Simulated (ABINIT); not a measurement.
**Sb: single point with PBEsol**

Sb:

```
Sb
1.0
     0.00000    2.37124    2.37124
     2.37124    0.00000    2.37124
     2.37124    2.37124    0.00000
Sb
1
Cartesian
  0.0000 0.0000 0.0000
```

This isn't the form of Sb at room conditions, which is rhombohedral.

- Program: ABINIT 10.8.3 (patched build)
- Task: single point
- Functional: PBEsol
- Potentials or basis: JTH PAW PBE v2.0
- Cutoff: 435 eV
- k mesh: 10 × 10 × 10
- Occupations: fermi-dirac, width 0.05 eV
- Spin: no spin polarisation
- Fine-grid cutoff: 870.764 eV

The pressure is -1.3 GPa, the band gap on the k mesh is none (metal or under the smearing width) and the valence electrons inside the program's atomic spheres are Sb 12.35 (radii [1.2705] Å).

Levels at points of the mesh, in eV from the Fermi level:
```
           k point  band 5  band 6  band 7  band 8  band 9  band 10
(0.00, 0.00, 0.00)  -29.13  -12.98    5.40    5.40    5.40    10.35
(0.50, 0.00, 0.00)  -29.09   -9.17   -5.85    3.70    3.70     8.46
(0.50, 0.50, 0.00)  -29.08   -7.53   -4.94    0.40    0.40     4.21
```

Wall time 11 s on 1 thread of AMD EPYC 7R43 64-Core Processor (Zen 3), on a shared host, peak memory 0.1 GiB.

Caveat: the PAW data sets were made with another functional, which shifts forces and pressure a little. Spin-orbit coupling is left out, which matters for the levels of Sb.
